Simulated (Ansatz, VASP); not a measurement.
# Si3Ge (random alloy of the diamond Si-Ge line, x = 0.25): VASP beside Ansatz, part 2 of 2

Wanted: the spread between two codes on one cell, functional and k mesh. Of the first pair: The structure shown is the start of the Ansatz relaxation below; VASP solves that cell, so the two are compared at the walk's first step.

VASP 6.6.1 and Ansatz 0.2.0.

So far: Set-up; Ansatz: relaxation, PBE.

**3. VASP: single point, PBE, start cell, pair 1**

Level of this step: PBE; plane waves and PAW (Si, Ge_d) (VASP).

The same cell, functional, mesh and smearing now go to VASP, with its own data sets.

Lines of VASP's logs that name or quote its potential files are left out, and so is its time.

File INCAR:

```
SYSTEM = Si3Ge
PREC = Accurate
ENCUT = 410
EDIFF = 1E-06
NELM = 120
ISMEAR = -1
SIGMA = 0.025
LREAL = Auto
ALGO = Normal
GGA = PE
NBANDS = 256
LORBIT = 11
LWAVE = .FALSE.
LCHARG = .FALSE.
ISIF = 2
LASPH = .TRUE.
GGA_COMPAT = .FALSE.
EFERMI = MIDGAP
NCORE = 2
```

File POSCAR:

```
Si3Ge
1.0
   11.0835000000      0.0000000000      0.0000000000
    0.0000000000     11.0835000000      0.0000000000
    0.0000000000      0.0000000000     11.0835000000
Si Ge
48 16
Direct
    0.9992511391      0.9999007534      0.9961474264
    0.1233635584      0.3760003609      0.3791401633
    0.2500744350      0.9979789778      0.2509676546
    0.2486488925      0.2500203004      0.9984210764
    0.9993864754      0.9995669238      0.4988496414
    0.9995127893      0.2540262552      0.7456128479
    0.1252041323      0.3756665313      0.8774484594
    0.2509135201      0.9984842333      0.7499977444
    0.3759823161      0.1244282041      0.8763928362
    0.1243109126      0.6243244462      0.1248703027
    0.0007759282      0.7523074841      0.2488473858
    0.1259169035      0.8753913475      0.3716515541
    0.3755943520      0.6213199802      0.3750800740
    0.2487842288      0.7473992872      0.0009473542
    0.3763341905      0.8738214463      0.1265214057
    0.9993142960      0.5001218027      0.4980195787
    0.1278567240      0.6202012000      0.6248297018
    0.0012541165      0.7463256192      0.7496639148
    0.1248612803      0.8764920828      0.8772499662
    0.2492714395      0.4974962783      0.7524698877
    0.2506879596      0.7510172779      0.5003744305
    0.3775431948      0.8718635810      0.6268777913
    0.6207696125      0.1270988406      0.1257003654
    0.4979564217      0.2507781838      0.2494518879
    0.7486985158      0.9989533992      0.2494067758
    0.8739928723      0.1233725809      0.3739342266
    0.7495015113      0.2490729463      0.9987368611
    0.8733161907      0.3796003068      0.1223440249
    0.5013578743      0.2482067939      0.7520007218
    0.6218162133      0.3747913565      0.8741011413
    0.7508999865      0.2502278161      0.4974421437
    0.8745522624      0.3722109442      0.6212387784
    0.5059232192      0.5017458384      0.0032300266
    0.6242342220      0.6262642667      0.1262597555
    0.5010872017      0.7500067668      0.2495872243
    0.6212658456      0.8761041187      0.3757567555
    0.7520187666      0.4995082781      0.2531420580
    0.8741913655      0.6227274778      0.3766860649
    0.7491496368      0.7477421392      0.0002255605
    0.8763657689      0.8754364596      0.1258988587
    0.5074119186      0.5014841882      0.5027563495
    0.6214192268      0.6256597645      0.6263996030
    0.4993368521      0.7484188208      0.7507195381
    0.6244327153      0.8739297153      0.8770695178
    0.7524067307      0.5005458565      0.7491767041
    0.8759326927      0.6264988496      0.8761402084
    0.7473812424      0.7493932422      0.5006541255
    0.8761221636      0.8767266658      0.6263725358
    0.1279559706      0.1217575676      0.1234808499
    0.0009112645      0.2477466504      0.2480895024
    0.3739161817      0.1249695493      0.3771191411
    0.3747191772      0.3754590157      0.1232191997
    0.1228583029      0.1224432715      0.6247214328
    0.2466278703      0.2531240132      0.5026480805
    0.3743943700      0.3760996075      0.6250913520
    0.9985022782      0.5001578924      0.0018135066
    0.2492443723      0.4997609059      0.2499300762
    0.3772003429      0.6241710651      0.8756259304
    0.5006902152      0.9996120359      0.0021202689
    0.6296657193      0.3783101006      0.3758018676
    0.4981639374      0.0007759282      0.4994180539
    0.6257590111      0.1264402039      0.6272838002
    0.7480940136      0.0010736681      0.7496729372
    0.8768439572      0.1223169576      0.8765281725
```

File KPOINTS:

```
Automatic mesh
0
Gamma
1 1 1
0 0 0
```

PAW data sets: Si and Ge_d (PBE family, release 64).

On the command line:

```console
> mpirun -np 8 vasp_gam
```

Numbers of over 12 decimals in the logs are rounded to 6 here.

The program printed:

```text
[banner, memory and clock lines left out]
running    8 mpi-ranks, on    1 nodes
[...]
LDA part: xc-table for (Slater+PW92), standard interpolation
 POSCAR, INCAR and KPOINTS ok, starting setup
[...]
entering main loop
       N       E                     dE             d eps       ncg     rms          rms(c)
DAV:   1     0.697212152739E+04    0.69721E+04   -0.13165E+05   664   0.284E+03
DAV:   2     0.133531874418E+04   -0.56368E+04   -0.53828E+04   512   0.857E+02
DAV:   3    -0.109049314707E+03   -0.14444E+04   -0.13563E+04   600   0.237E+02
DAV:   4    -0.318180272715E+03   -0.20913E+03   -0.19238E+03   632   0.921E+01
[...]
DAV:  15    -0.324030634300E+03   -0.19668E-05   -0.16534E-05   376   0.225E-02    0.287E-03
DAV:  16    -0.324030636013E+03   -0.17127E-05   -0.55293E-06   416   0.193E-02    0.113E-03
DAV:  17    -0.324030636285E+03   -0.27202E-06   -0.26707E-06   368   0.974E-03
   1 F= -.32403064E+03 E0= -.32403063E+03  d E =-.763530E-05
```

From OUTCAR (step 3):

```text
  Total        1.0636649      1.0943138      1.1195635     -1.4065348      0.0738129      0.4587354
  in kB        1.2516550      1.2877207      1.3174330     -1.6551231      0.0868584      0.5398114
  external PRESSURE =       1.2856029 kB  Pullay stress =       0.0000000 kB

 POSITION                                       TOTAL-FORCE (eV/Angst)
 -----------------------------------------------------------------------------------
     11.07520     11.08240     11.04080         0.275734     -0.640308      0.726357
      1.36730      4.16740      4.20220        -0.260450      0.076444     -0.559648
      2.77170     11.06110      2.78160         0.345520     -0.295753     -0.153028
      2.75590      2.77110     11.06600         0.293617     -0.117742     -0.358886
     11.07670     11.07870      5.52900        -0.234357     -0.369361     -0.356347
     11.07810      2.81550      8.26400         0.082674     -0.132411      0.676019
      1.38770      4.16370      9.72520        -0.119253     -0.326421     -0.548211
      2.78100     11.06670      8.31260         0.240374     -0.177751      0.321843
      4.16720      1.37910      9.71350        -0.351475      0.165066     -0.383128
      1.37780      6.91970      1.38400        -0.027468      0.559190      0.172319
      0.00860      8.33820      2.75810        -0.135313     -0.457598      0.184825
      1.39560      9.70240      4.11920        -0.147238     -0.100872      0.518592
      4.16290      6.88640      4.15720         0.480959      0.620557      0.379302
      2.75740      8.28380      0.01050        -0.006637      0.545508      0.213252
[...]
-----------------------------------------------------------------------------------
    total drift:                                0.003355     -0.021002      0.008753

  FREE ENERGIE OF THE ION-ELECTRON SYSTEM (eV)
  ---------------------------------------------------
  free  energy   TOTEN  =      -324.0306362849 eV

  energy  without entropy=     -324.0306286496  energy(sigma->0) =     -324.03063247

[... 2 further parts left out ...]
```

The run ends at a pressure of 0.13 GPa, with forces up to 1.1 eV/Å.

**4. Differences**

Known differences besides the potentials themselves: the cutoff is 420 eV in Ansatz and 410 eV in VASP (PREC = Accurate, projectors in real space). Total energies have different zeros and are not compared.

Forces on 8 of the 64 atoms, those with the largest forces and the largest differences (eV/Å; atoms numbered as in POSCAR):

```csv
atom,"Ansatz x, y, z","VASP x, y, z"
Si1,"0.278, -0.643, 0.731","0.276, -0.640, 0.726"
Si13,"0.482, 0.624, 0.382","0.481, 0.621, 0.379"
Si28,"-0.477, -0.849, 0.460","-0.473, -0.847, 0.457"
Si37,"0.158, 0.603, -0.834","0.157, 0.601, -0.828"
Si41,"-0.970, 0.159, -0.292","-0.970, 0.158, -0.292"
Ge50,"-0.375, 0.622, 0.277","-0.378, 0.624, 0.281"
Ge63,"0.299, -0.834, 0.333","0.300, -0.838, 0.332"
Ge64,"-0.027, 0.950, -0.363","-0.026, 0.951, -0.359"
```

The forces differ by 2.0 meV/Å r.m.s., which is 0.6 % of the r.m.s. force of 0.363 eV/Å (both taken over all components).

**5. Ansatz: relaxation, PBE**

This run makes the geometry at which the two programs are then compared. The cell compared in this pair holds 1364.92 Å³, against 1361.54 Å³ for the pair before.

The structure compared here is the end of the Ansatz relaxation.

File input.yaml:

```yaml
crystal:
  lattice:
    - [11.0835, 0.0, 0.0]
    - [0.0, 11.0835, 0.0]
    - [0.0, 0.0, 11.0835]
  atoms:
    - { symbol: Si, position: [0.99925, 0.9999, 0.99615] }
    - { symbol: Ge, position: [0.12796, 0.12176, 0.12348] }
    - { symbol: Ge, position: [0.00091, 0.24775, 0.24809] }
    - { symbol: Si, position: [0.12336, 0.376, 0.37914] }
    - { symbol: Si, position: [0.25007, 0.99798, 0.25097] }
    - { symbol: Ge, position: [0.37392, 0.12497, 0.37712] }
    - { symbol: Si, position: [0.24865, 0.25002, 0.99842] }
    - { symbol: Ge, position: [0.37472, 0.37546, 0.12322] }
    - { symbol: Si, position: [0.99939, 0.99957, 0.49885] }
    - { symbol: Ge, position: [0.12286, 0.12244, 0.62472] }
    - { symbol: Si, position: [0.99951, 0.25403, 0.74561] }
    - { symbol: Si, position: [0.1252, 0.37567, 0.87745] }
    - { symbol: Si, position: [0.25091, 0.99848, 0.75] }
    - { symbol: Si, position: [0.37598, 0.12443, 0.87639] }
    - { symbol: Ge, position: [0.24663, 0.25312, 0.50265] }
    - { symbol: Ge, position: [0.37439, 0.3761, 0.62509] }
    - { symbol: Ge, position: [0.9985, 0.50016, 0.00181] }
    - { symbol: Si, position: [0.12431, 0.62432, 0.12487] }
    - { symbol: Si, position: [0.00078, 0.75231, 0.24885] }
    - { symbol: Si, position: [0.12592, 0.87539, 0.37165] }
    - { symbol: Ge, position: [0.24924, 0.49976, 0.24993] }
    - { symbol: Si, position: [0.37559, 0.62132, 0.37508] }
    - { symbol: Si, position: [0.24878, 0.7474, 0.00095] }
    - { symbol: Si, position: [0.37633, 0.87382, 0.12652] }
    - { symbol: Si, position: [0.99931, 0.50012, 0.49802] }
    - { symbol: Si, position: [0.12786, 0.6202, 0.62483] }
    - { symbol: Si, position: [0.00125, 0.74633, 0.74966] }
    - { symbol: Si, position: [0.12486, 0.87649, 0.87725] }
    - { symbol: Si, position: [0.24927, 0.4975, 0.75247] }
    - { symbol: Ge, position: [0.3772, 0.62417, 0.87563] }
    - { symbol: Si, position: [0.25069, 0.75102, 0.50037] }
    - { symbol: Si, position: [0.37754, 0.87186, 0.62688] }
    - { symbol: Ge, position: [0.50069, 0.99961, 0.00212] }
    - { symbol: Si, position: [0.62077, 0.1271, 0.1257] }
    - { symbol: Si, position: [0.49796, 0.25078, 0.24945] }
    - { symbol: Ge, position: [0.62967, 0.37831, 0.3758] }
    - { symbol: Si, position: [0.7487, 0.99895, 0.24941] }
    - { symbol: Si, position: [0.87399, 0.12337, 0.37393] }
    - { symbol: Si, position: [0.7495, 0.24907, 0.99874] }
    - { symbol: Si, position: [0.87332, 0.3796, 0.12234] }
    - { symbol: Ge, position: [0.49816, 0.00078, 0.49942] }
    - { symbol: Ge, position: [0.62576, 0.12644, 0.62728] }
    - { symbol: Si, position: [0.50136, 0.24821, 0.752] }
    - { symbol: Si, position: [0.62182, 0.37479, 0.8741] }
    - { symbol: Ge, position: [0.74809, 0.00107, 0.74967] }
    - { symbol: Ge, position: [0.87684, 0.12232, 0.87653] }
    - { symbol: Si, position: [0.7509, 0.25023, 0.49744] }
    - { symbol: Si, position: [0.87455, 0.37221, 0.62124] }
    - { symbol: Si, position: [0.50592, 0.50175, 0.00323] }
    - { symbol: Si, position: [0.62423, 0.62626, 0.12626] }
    - { symbol: Si, position: [0.50109, 0.75001, 0.24959] }
    - { symbol: Si, position: [0.62127, 0.8761, 0.37576] }
    - { symbol: Si, position: [0.75202, 0.49951, 0.25314] }
    - { symbol: Si, position: [0.87419, 0.62273, 0.37669] }
    - { symbol: Si, position: [0.74915, 0.74774, 0.00023] }
    - { symbol: Si, position: [0.87637, 0.87544, 0.1259] }
    - { symbol: Si, position: [0.50741, 0.50148, 0.50276] }
    - { symbol: Si, position: [0.62142, 0.62566, 0.6264] }
    - { symbol: Si, position: [0.49934, 0.74842, 0.75072] }
    - { symbol: Si, position: [0.62443, 0.87393, 0.87707] }
    - { symbol: Si, position: [0.75241, 0.50055, 0.74918] }
    - { symbol: Si, position: [0.87593, 0.6265, 0.87614] }
    - { symbol: Si, position: [0.74738, 0.74939, 0.50065] }
    - { symbol: Si, position: [0.87612, 0.87673, 0.62637] }
kpoints:
  mp_grid: { grid: [1, 1, 1] }
hamiltonian:
  xc: pbe
scf:
  occupations: { method: fermi_dirac, width: 0.025 }
output:
  forces: true
relax:
  f_tol: 0.04
  max_steps: 150
  cell: {}
```

On the command line:

```console
> ansatz run input.yaml --threads 4 --pin off --max-ram 8192MiB --backend cpu --events-out ev --progress --plain --runs-dir out
```

The program printed:

```text
[...]
Crystal: 64 atoms, lattice volume = 1361.541 Å³
Basis set: ecut = 420 eV, 26745 PW (Γ), exchange–correlation on 150×150×150 points (8 copies of the dense FFT grid, shifted against one another)
Bands: 272, of which v1, the nominal top of the filled ones, is band 208 counted from 1 (207 counted from 0)
Symmetry: 1 space group operations
[...]
k-points: 1
[...]
- { symbol: Ge, position: [0.999244, 0.500920, -0.000719006] }
[...]
- { symbol: Ge, position: [0.500306, -0.00516132, 0.499772] }
    - { symbol: Ge, position: [0.625557, 0.127721, 0.626481] }
[...]
- { symbol: Ge, position: [0.751990, -0.00496744, 0.750683] }
    - { symbol: Ge, position: [0.876599, 0.127003, 0.878880] }
[...]
- { symbol: Si, position: [0.749523, 0.500217, 0.749381] }
    - { symbol: Si, position: [0.872876, 0.626920, 0.872413] }
    - { symbol: Si, position: [0.751222, 0.748061, 0.498749] }
    - { symbol: Si, position: [0.877091, 0.870436, 0.622086] }
[key lines of the parts left out:]
P = ⅓ Tr σ = 0.0016 GPa (0.016 kbar)
```

**6. VASP: single point, PBE, relaxed cell, pair 2**

The same cell, functional, mesh and smearing now go to VASP, with its own data sets.

Changes to INCAR since step 3:

```diff
@@ -2,3 +2,3 @@
 PREC = Accurate
-ENCUT = 410
+ENCUT = 500
 EDIFF = 1E-06
```

File POSCAR:

```
Si3Ge
1.0
   11.0923380000      0.0004800000     -0.0002750000
    0.0004800000     11.0919890000     -0.0007000000
   -0.0002750000     -0.0007000000     11.0936270000
Si Ge
48 16
Direct
    0.0000200000      0.9951000000      0.0002600000
    0.1210000000      0.3788400000      0.3770900000
    0.2491800000      0.9939500000      0.2497000000
    0.2500000000      0.2490700000      0.9946200000
    0.9979100000      0.9958200000      0.4982300000
    0.9994600000      0.2533700000      0.7505900000
    0.1258000000      0.3744900000      0.8728500000
    0.2508400000      0.9968000000      0.7525900000
    0.3741200000      0.1251200000      0.8730700000
    0.1234700000      0.6294500000      0.1257600000
    0.9989600000      0.7506500000      0.2508500000
    0.1244200000      0.8731000000      0.3754900000
    0.3771800000      0.6287200000      0.3782000000
    0.2478800000      0.7518100000      0.0024200000
    0.3736900000      0.8715900000      0.1274900000
    0.9984700000      0.5018800000      0.5012900000
    0.1240000000      0.6249500000      0.6251600000
    0.0004300000      0.7493300000      0.7492400000
    0.1245700000      0.8732500000      0.8754000000
    0.2464100000      0.5014800000      0.7506500000
    0.2490300000      0.7497800000      0.5017200000
    0.3731400000      0.8718000000      0.6277600000
    0.6279100000      0.1251300000      0.1267100000
    0.5033000000      0.2480100000      0.2478800000
    0.7506900000      0.9988000000      0.2501700000
    0.8728800000      0.1216500000      0.3775500000
    0.7479200000      0.2524400000      0.0030100000
    0.8709400000      0.3768200000      0.1253600000
    0.5003200000      0.2517100000      0.7546200000
    0.6263700000      0.3759100000      0.8760500000
    0.7539400000      0.2507500000      0.5010600000
    0.8756000000      0.3765600000      0.6255700000
    0.5046700000      0.5009200000      0.9997300000
    0.6260700000      0.6255800000      0.1251100000
    0.5009600000      0.7488900000      0.2499400000
    0.6279900000      0.8712300000      0.3725800000
    0.7516200000      0.5034400000      0.2486900000
    0.8757200000      0.6251300000      0.3746300000
    0.7498300000      0.7492500000      0.0003200000
    0.8745000000      0.8738300000      0.1252400000
    0.5016200000      0.5049700000      0.5009200000
    0.6264800000      0.6261900000      0.6249300000
    0.5013500000      0.7499000000      0.7488000000
    0.6246600000      0.8704500000      0.8757000000
    0.7495200000      0.5002200000      0.7493800000
    0.8728800000      0.6269200000      0.8724100000
    0.7512200000      0.7480600000      0.4987500000
    0.8770900000      0.8704400000      0.6220900000
    0.1266300000      0.1218100000      0.1230100000
    0.9966300000      0.2508100000      0.2518500000
    0.3748300000      0.1229300000      0.3700100000
    0.3773300000      0.3732900000      0.1219900000
    0.1219100000      0.1215500000      0.6270900000
    0.2480100000      0.2517800000      0.4985700000
    0.3767700000      0.3789300000      0.6276400000
    0.9992400000      0.5009200000      0.9992800000
    0.2492300000      0.5034000000      0.2522000000
    0.3745800000      0.6257700000      0.8762300000
    0.4996200000      0.9990800000      0.0011700000
    0.6266200000      0.3764800000      0.3749200000
    0.5003100000      0.9948400000      0.4997700000
    0.6255600000      0.1277200000      0.6264800000
    0.7519900000      0.9950300000      0.7506800000
    0.8766000000      0.1270000000      0.8788800000
```

KPOINTS is that of step 3.

On the command line:

```console
> mpirun -np 8 vasp_gam
```

The program printed:

```text
[... set-up lines as in an earlier step ...]
 entering main loop
       N       E                     dE             d eps       ncg     rms          rms(c)
DAV:   1     0.758466715163E+04    0.75847E+04   -0.14671E+05   696   0.311E+03
DAV:   2     0.156413783232E+04   -0.60205E+04   -0.57180E+04   512   0.100E+03
DAV:   3    -0.521977816146E+02   -0.16163E+04   -0.15142E+04   584   0.260E+02
DAV:   4    -0.312748962227E+03   -0.26055E+03   -0.24004E+03   656   0.104E+02
[...]
DAV:  15    -0.324897779917E+03   -0.17438E-05   -0.10464E-05   416   0.199E-02    0.316E-03
DAV:  16    -0.324897782091E+03   -0.21746E-05   -0.61118E-06   440   0.185E-02    0.139E-03
DAV:  17    -0.324897782216E+03   -0.12444E-06   -0.20772E-06   360   0.863E-03
   1 F= -.32489778E+03 E0= -.32489778E+03  d E =-.103509E-04
```

OUTCAR, selected parts (step 6):

```text
  Total       -0.8741391     -0.9065500     -0.8816485      0.0200234      0.0296168     -0.0023208
  in kB       -1.0260890     -1.0641338     -1.0349037      0.0235040      0.0347650     -0.0027242
  external PRESSURE =      -1.0417089 kB  Pullay stress =       0.0000000 kB

 POSITION                                       TOTAL-FORCE (eV/Angst)
 -----------------------------------------------------------------------------------
      0.00070     11.03764      0.00219         0.000132      0.004848     -0.001455
      1.34225      4.20188      4.18300         0.002105     -0.001146      0.002350
      2.76440     11.02483      2.76931        -0.000634      0.001913     -0.000311
      2.77293      2.76211     11.03370        -0.001040     -0.003511      0.002950
     11.06950     11.04575      5.52621         0.001265      0.001399      0.001158
     11.08626      2.81033      8.32631        -0.000020     -0.004295     -0.001152
      1.39536      4.15329      9.68278         0.002477      0.000621      0.003444
      2.78267     11.05609      8.34819        -0.001709      0.001762     -0.002076
      4.14969      1.38740      9.68532         0.000200      0.001239      0.002500
      1.36984      6.98182      1.39466         0.000075     -0.000284     -0.002636
     11.08109      8.32651      2.78204        -0.000476     -0.002849     -0.000179
      1.38042      9.68421      4.16490         0.000190      0.000826     -0.000235
      4.18401      6.97367      4.19507         0.000567     -0.002011     -0.000815
      2.74993      8.33919      0.02625         0.002485      0.000881     -0.003350
[...]
-----------------------------------------------------------------------------------
    total drift:                                0.000146     -0.002313     -0.013910

  FREE ENERGIE OF THE ION-ELECTRON SYSTEM (eV)
  ---------------------------------------------------
  free  energy   TOTEN  =      -324.8977822159 eV

  energy  without entropy=     -324.8977718650  energy(sigma->0) =     -324.89777704

[... 1 part as in an earlier step ...]

[... 1 further part left out ...]
```

The run ends at a pressure of -0.10 GPa, with forces up to 0.0074 eV/Å.

**7. Comparison**

What differs besides the data sets and the points named for the pairs above, as far as they apply: the cutoff is 420 eV in Ansatz and 500 eV in VASP (PREC = Accurate, projectors in real space). Total energies have different zeros and are not compared.

Compared:

```csv
quantity,Ansatz,VASP,difference
pressure (GPa),0.00,-0.10,+0.11
gap on the k mesh (eV),0.619,0.622,-0.002
```

At this near-relaxed geometry the largest component of a force difference is 6 meV/Å. A gap on the mesh is an upper bound, since the band edges may lie between its points.

**8. Results**

```
r.m.s. force difference (single point, PBE, start cell, pair 1)           : 0.55 % of the r.m.s. force
difference in gap on the k mesh (single point, PBE, relaxed cell, pair 2) : -0.0025 eV
```

The r.m.s. force difference is 0.55 % of the r.m.s. force (single point, PBE, start cell, pair 1), within the 3 % picked in this series as the mark of a large difference. Such differences can come from data sets, numerical settings and the points named under the comparisons, not from the functional's error against experiment.

[Lines on the potential files, build, host, timing and source positions are cut from VASP's logs without a mark.]

[Logs are printed without paths, hosts, clocks, repeated set-up lines and the standing remarks that a program may print on its own settings, such as how far it seeks lower states.]

[Hosts, paths, dates, database ids (printed as entryN), source tags and the programs' standing remarks are cut or masked in the printed files.]
